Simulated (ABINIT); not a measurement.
# Al (Fm-3m) in ABINIT: convergence with cutoff

Aim: find how far cutoff must go before the results for Al settle, at BLYP. This setting moves, with any that are tied to it; all else stays.

Program: ABINIT 10.8.3 (patched build). These are calculated values, not measurements. Logs are shortened: lines on timing, memory, paths and dates and some standing lists are left out, and cuts for length are marked. The log counts tension as positive stress, the text compression.

## (1) The crystal as given

Symmetry: Fm-3m, No. 225, cubic system. Conventional cell: a = 4.050 Å, b = 4.050 Å, c = 4.050 Å, α = 90.00°, β = 90.00°, γ = 90.00°. Al (site symmetry m-3m) has 12 Al at 2.86 Å as nearest neighbours.

## (2) With cutoff 6 Ha

File run.abi:

```
pp_dirpath "./"
pseudos "Al.GGA_PBE-JTH.xml"

acell 3*1.0
rprim
     0.0000000000     3.8263269058     3.8263269058
     3.8263269058     0.0000000000     3.8263269058
     3.8263269058     3.8263269058     0.0000000000
ntypat 1
znucl 13
natom 1
typat 1
xred
     0.0000000000     0.0000000000     0.0000000000

ecut 6.0
pawecutdg 46.0
pawxcdev 0

kptopt 1
ngkpt 11 11 11
nshiftk 1
shiftk 0.0 0.0 0.0

ixc -106131

nband 6
occopt 6
tsmear 0.00183747

nstep 100
tolvrs 1.0e-9

iomode 3
prtwf 0
prtden 0
prteig 0
prtebands 0
```

Potentials or basis: JTH PAW PBE v2.0.

Command:

```bash
$ abinit run.abi > log 2>&1
```

run.abo:

```text
.Version 10.8.3 of ABINIT
 Symmetries : space group Fm -3 m (#225); Bravais cF (face-center cubic)
================================================================================
 Values of the parameters that define the memory need of the present run
     intxc =       0    ionmov =       0      iscf =      17    lmnmax =       8
     lnmax =       4     mgfft =      12  mpssoang =       2    mqgrid =    3001
     natom =       1  nloc_mem =       2    nspden =       1   nspinor =       1
    nsppol =       1      nsym =      48    n1xccc =       1    ntypat =       1
    occopt =       6   xclevel =       2
       mpw =          84          nfft =        1728          nkpt =          56
 PAW method is used; the additional fine FFT grid is defined by:
   mgfftf=        36    nfftf =     46656
================================================================================
================================================================================

--------------------------------------------------------------------------------
------------- Echo of variables that govern the present computation ------------
--------------------------------------------------------------------------------
 -outvars: echo values of preprocessed input variables --------
            acell      1.0000000000E+00  1.0000000000E+00  1.0000000000E+00 Bohr
              amu      2.69815390E+01
             ecut      6.00000000E+00 Hartree
                       outvar_i_n : Printing only first  50 k-points.
              ixc     -106131
                       outvar_i_n : Printing only first  50 k-points.
         kptrlatt       11    0    0      0   11    0      0    0   11
          kptrlen      5.95236774E+01
            natom           1
            nband           6
            ngfft          12      12      12
          ngfftdg          36      36      36
             nkpt          56
            nstep         100
             nsym          48
           ntypat           1
                       prtocc : prtvol=0, do not print more k-points.
           occopt           6
        pawecutdg      4.60000000E+01 Hartree
         pawxcdev           0
           prtden           0
        prtebands           0
           prteig           0
            prtwf           0
            rprim      0.0000000000E+00  3.8263269058E+00  3.8263269058E+00
                       3.8263269058E+00  0.0000000000E+00  3.8263269058E+00
                       3.8263269058E+00  3.8263269058E+00  0.0000000000E+00
          spgroup         225
           tolvrs      1.00000000E-09
           tsmear      1.83747000E-03 Hartree
            typat      1
           useylm           1
                       outvars : Printing only first  50 k-points.
            znucl       13.00000

================================================================================

 chkinp: Checking input parameters for consistency.

================================================================================
== DATASET  1 ==================================================================

--- !DatasetInfo
iteration_state: {dtset: 1, }
dimensions: {natom: 1, nkpt: 56, mband: 6, nsppol: 1, nspinor: 1, nspden: 1, mpw: 84, }
cutoff_energies: {ecut:   6.0, pawecutdg:  46.0, }
electrons: {nelect:   3.00000000E+00, charge:   0.00000000E+00, occopt:   6.00000000E+00, tsmear:   1.83747000E-03, }
meta: {optdriver: 0, ionmov: 0, optcell: 0, iscf: 17, paral_kgb: 0, }
[... 83 lines left out ...]
 Atom  Sphere_radius  Integrated_density
    1        1.90363          0.76310830

================================================================================

 ----iterations are completed or convergence reached----

 Mean square residual over all n,k,spin=   25.854E-08; max=  43.294E-06
 reduced coordinates (array xred) for    1 atoms
       0.000000000000      0.000000000000      0.000000000000
 rms dE/dt=  0.0000E+00; max dE/dt=  0.0000E+00; dE/dt below (all hartree)
    1       0.000000000000      0.000000000000      0.000000000000

 cartesian coordinates (angstrom) at end:
    1      0.00000000000000     0.00000000000000     0.00000000000000

 cartesian forces (hartree/bohr) at end:
    1     -0.00000000000000    -0.00000000000000    -0.00000000000000
 frms,max,avg= 0.0000000E+00 0.0000000E+00   0.000E+00  0.000E+00  0.000E+00 h/b

 cartesian forces (eV/Angstrom) at end:
    1     -0.00000000000000    -0.00000000000000    -0.00000000000000
 frms,max,avg= 0.0000000E+00 0.0000000E+00   0.000E+00  0.000E+00  0.000E+00 e/A
 length scales=  1.000000000000  1.000000000000  1.000000000000 bohr
              =  0.529177210544  0.529177210544  0.529177210544 angstroms
 Fermi (or HOMO) energy (hartree) =   0.34192   Average Vxc (hartree)=  -0.34138
 Eigenvalues (hartree) for nkpt=  56  k points:
 kpt#   1, nband=  6, wtk=  0.00075, kpt=  0.0000  0.0000  0.0000 (reduced coord)
  -0.06799    0.81992    0.81992    0.81992    0.84685    0.84685
      occupation numbers for kpt#   1
   2.00000    0.00000    0.00000    0.00000    0.00000    0.00000
 prteigrs : prtvol=0 or 1, do not print more k-points.

--- !EnergyTerms
iteration_state     : {dtset: 1, }
comment             : Components of total free energy in Hartree
kinetic             :  8.24626044547033E-01
hartree             :  4.50913240243066E-03
xc                  : -1.01849456202129E+00
Ewald energy        : -2.69604242416377E+00
psp_core            : -9.77891168816538E-02
local_psp           :  2.57255696569231E-01
PAW spherical_terms :  6.59426154768507E-01
internal            : -2.06650907477951E+00
'-kT*entropy'       : -1.80121541713842E-05
total_energy        : -2.06652708693368E+00
total_energy_eV     : -5.62330667503343E+01
...

--- !EnergyTermsDC
iteration_state     : {dtset: 1, }
comment             : '"Double-counting" decomposition of free energy'
band_energy         :  5.33604821389667E-01
Ewald energy        : -2.69604242416377E+00
psp_core            : -9.77891168816538E-02
xc_dc               :  1.87288165250246E-02
PAW spherical_terms :  1.74946960891861E-01
internal            : -2.06655094223887E+00
'-kT*entropy'       : -1.80121541713842E-05
total_energy_dc     : -2.06656895439304E+00
total_energy_dc_eV  : -5.62342060219421E+01
...

--- !EnergyTermsWithPAWCore
iteration_state     : {dtset: 1, }
comment             : 'Components of total free energy, including PAW core contributions'
Total energy        : -2.42930271472855E+02
Total energy DC     : -2.42930313340314E+02
Total energy (eV)   : -6.61046944788888E+03
Total energy DC (eV): -6.61047058716048E+03
...

 Cartesian components of stress tensor (hartree/bohr^3)
  sigma(1 1)= -1.23456849E-04  sigma(3 2)=  0.00000000E+00
  sigma(2 2)= -1.23456849E-04  sigma(3 1)=  0.00000000E+00
  sigma(3 3)= -1.23456849E-04  sigma(2 1)=  0.00000000E+00

-Cartesian components of stress tensor (GPa)         [Pressure=  3.6322E+00 GPa]
- sigma(1 1)= -3.63222589E+00  sigma(3 2)=  0.00000000E+00
- sigma(2 2)= -3.63222589E+00  sigma(3 1)=  0.00000000E+00
- sigma(3 3)= -3.63222589E+00  sigma(2 1)=  0.00000000E+00

== END DATASET(S) ==============================================================
================================================================================

 -outvars: echo values of variables after computation  --------
            acell      1.0000000000E+00  1.0000000000E+00  1.0000000000E+00 Bohr
           etotal     -2.0665689544E+00
            fcart     -0.0000000000E+00 -0.0000000000E+00 -0.0000000000E+00
            rprim      0.0000000000E+00  3.8263269058E+00  3.8263269058E+00
                       3.8263269058E+00  0.0000000000E+00  3.8263269058E+00
                       3.8263269058E+00  3.8263269058E+00  0.0000000000E+00
           strten     -1.2345684880E-04 -1.2345684880E-04 -1.2345684880E-04
                       0.0000000000E+00  0.0000000000E+00  0.0000000000E+00
 Calculation completed.
```

It took 2.2 s on 1 thread of Arm Neoverse V1, shared host; peak memory 0.07 GiB.

What came out:

```
Free energy                                           : -56.2342 eV
Band gap on the k mesh                                : none (metal or under the smearing width)
Valence electrons inside the program's atomic spheres : Al 0.76 (radii [1.0074] Å)
```

## (3) With cutoff 7.5 Ha

Changes to run.abi since step 2:

```diff
@@ -15,3 +15,3 @@
 
-ecut 6.0
+ecut 7.5
 pawecutdg 46.0
```

Potentials or basis: JTH PAW PBE v2.0.

Command:

```bash
$ abinit run.abi > log 2>&1
```

Run time: 2.7 s. Hardware: 1 thread of Arm Neoverse V1, shared host; peak memory 0.07 GiB.

It converged, with:

- Free energy: -56.2466 eV
- Band gap on the k mesh: none (metal or under the smearing width)
- Valence electrons inside the program's atomic spheres: Al 0.76 (radii [1.0074] Å)

## (4) With cutoff 9 Ha

Changes to run.abi since step 3:

```diff
@@ -15,3 +15,3 @@
 
-ecut 7.5
+ecut 9.0
 pawecutdg 46.0
```

Command:

```bash
$ abinit run.abi > log 2>&1
```

Wall time 2.9 s (1 thread of Arm Neoverse V1, shared host); peak memory 0.07 GiB.

It converged, with:

| Item | Value |
| --- | --- |
| Free energy | -56.2546 eV |
| Band gap on the k mesh | none (metal or under the smearing width) |
| Valence electrons inside the program's atomic spheres | Al 0.76 (radii [1.0074] Å) |

## (5) With cutoff 10.5 Ha

Changes to run.abi since step 4:

```diff
@@ -15,3 +15,3 @@
 
-ecut 9.0
+ecut 10.5
 pawecutdg 46.0
```

Command:

```bash
$ abinit run.abi > log 2>&1
```

It took 2.9 s on 1 thread of Arm Neoverse V1, shared host; peak memory 0.07 GiB.

The run converged. Its results:

* Free energy: -56.2620 eV
* Pressure: 3.3 GPa
* Band gap on the k mesh: none (metal or under the smearing width)
* Valence electrons inside the program's atomic spheres: Al 0.76 (radii [1.0074] Å)

## (6) With cutoff 13 Ha

Changes to run.abi since step 5:

```diff
@@ -15,3 +15,3 @@
 
-ecut 10.5
+ecut 13.0
 pawecutdg 46.0
```

Potentials or basis: JTH PAW PBE v2.0.

Command:

```bash
$ abinit run.abi > log 2>&1
```

Run time: 3.4 s. Hardware: 1 thread of Arm Neoverse V1, shared host; peak memory 0.07 GiB.

Results (log left out):

```yaml
Free_energy: -56.2688 eV
Pressure: 3.3 GPa
Band_gap_on_the_k_mesh: none (metal or under the smearing width)
Valence_electrons_inside_the_program's_atomic_spheres: Al 0.76 (radii [1.0074] Å)
```

## (7) With cutoff 15 Ha

Changes to run.abi since step 6:

```diff
@@ -15,3 +15,3 @@
 
-ecut 13.0
+ecut 15.0
 pawecutdg 46.0
```

Command:

```bash
$ abinit run.abi > log 2>&1
```

It took 3.7 s on 1 thread of Arm Neoverse V1, shared host; peak memory 0.08 GiB.

The run converged. Its results:

* Free energy: -56.2709 eV
* Pressure: 3.3 GPa
* Band gap on the k mesh: none (metal or under the smearing width)
* Valence electrons inside the program's atomic spheres: Al 0.76 (radii [1.0074] Å)

## (8) With cutoff 17 Ha

Changes to run.abi since step 7:

```diff
@@ -15,3 +15,3 @@
 
-ecut 15.0
+ecut 17.0
 pawecutdg 46.0
```

Command:

```bash
$ abinit run.abi > log 2>&1
```

It took 4.8 s on 1 thread of Arm Neoverse V1, shared host; peak memory 0.08 GiB.

It converged, with:

- Free energy: -56.2726 eV
- Pressure: 3.3 GPa
- Band gap on the k mesh: none (metal or under the smearing width)
- Valence electrons inside the program's atomic spheres: Al 0.76 (radii [1.0074] Å)

## (9) With cutoff 20 Ha

Changes to run.abi since step 8:

```diff
@@ -15,3 +15,3 @@
 
-ecut 17.0
+ecut 20.0
 pawecutdg 46.0
```

Potentials or basis: JTH PAW PBE v2.0.

Command:

```bash
$ abinit run.abi > log 2>&1
```

It took 5.1 s on 1 thread of Arm Neoverse V1, shared host; peak memory 0.08 GiB.

It converged, with:

```yaml
Free_energy: -56.2737 eV
Pressure: 3.3 GPa
Band_gap_on_the_k_mesh: none (metal or under the smearing width)
Valence_electrons_inside_the_program's_atomic_spheres: Al 0.76 (radii [1.0074] Å)
```

## (10) With cutoff 24 Ha

Changes to run.abi since step 9:

```diff
@@ -15,3 +15,3 @@
 
-ecut 20.0
+ecut 24.0
 pawecutdg 46.0
```

Command:

```bash
$ abinit run.abi > log 2>&1
```

Run time: 5.4 s. Hardware: 1 thread of Arm Neoverse V1, shared host; peak memory 0.08 GiB.

The run converged. Its results:

```yaml
Free_energy: -56.2741 eV
Pressure: 3.3 GPa
Band_gap_on_the_k_mesh: none (metal or under the smearing width)
Valence_electrons_inside_the_program's_atomic_spheres: Al 0.76 (radii [1.0074] Å)
```

## (11) Summary

```csv
cutoff,energy less the tightest run (meV/atom),SCF cycles,CPU time (s),peak memory (GiB)
6 Ha,39.88,7,2.2,0.07
7.5 Ha,27.46,8,2.7,0.07
9 Ha,19.49,8,2.9,0.07
10.5 Ha,12.09,8,2.9,0.07
13 Ha,5.30,8,3.4,0.07
15 Ha,3.21,8,3.7,0.08
17 Ha,1.54,8,4.8,0.08
20 Ha,0.39,8,5.1,0.08
24 Ha,0.00,8,5.4,0.08
```

Against the tightest run, the energy stays within 1 meV/atom from 20 Ha on. The tightest run that finished is the yardstick and may itself not be fully converged.

Caveats: the PAW data sets were made with another functional, which shifts forces and pressure a little.
